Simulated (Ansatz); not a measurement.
Zone-centre phonons of TaN at 3 GPa: input and output

The calculation used Ansatz 0.2.0, DFT PBE, scalar-relativistic, plane waves, PAW.

Launched with:
```bash
ansatz run input.yaml --threads 1 --pin off --max-ram 3072MiB --backend cpu --events-out ev --progress --plain --runs-dir out
```

Input (bare energies are in eV):
```yaml
crystal:
  lattice:
    - [2.9413566361, 0.0, 0.0]
    - [-1.4706783181, 2.5472895684, 0.0]
    - [0.0, 0.0, 2.8899252566]
  atoms:
    - { symbol: Ta, position: [0.3333333333, 0.6666666667, 0.5] }
    - { symbol: "N", position: [0.0, 0.0, 0.0] }
basis:
  ecutwfc: 420
kpoints:
  mp_grid: { grid: [18, 18, 14] }
hamiltonian:
  xc: pbe
scf:
  occupations: { method: fermi_dirac, width: 0.15 }
output:
  eigenvalues: true
phonons:
  method: dfpt
  eigenvectors: true
```

Results section of the output:
```
--- Phonons (Γ-DFPT): 4 representative perturbations + reference, on 728 of 4536 k-points (Σ response iterations 12) ---
  k mesh reduced under 4 symmetry operations, with k and −k counted as one. Each operation leaves every solved displacement unchanged or reverses it
  ASR residual: 1.197e-4 → 0.000e0 eV/Å²; symmetrization residual: 1.173e-6 eV/Å²
  ASR residual per site (eV/Å²): 1.20e-4 2.69e-5
  Γ frequencies (cm⁻¹): 0.00 0.00 0.00 518.24 518.24 541.00
  non-analytic LO–TO correction: not included (Born effective charges unavailable; polar crystals: no LO–TO splitting at Γ)
```

The run took 64 s on 1 thread of Intel(R) Xeon(R) Platinum 8488C (Sapphire Rapids), on a shared host, peak memory 0.92 GiB.

In a metal, frequencies and elastic constants depend on the k mesh and the smearing, soft modes and shear constants most. Spin–orbit coupling is left out, which matters for heavy elements. A semilocal functional can close a gap that the real compound has.

This form isn't the usual stable structure of the compound at low pressure.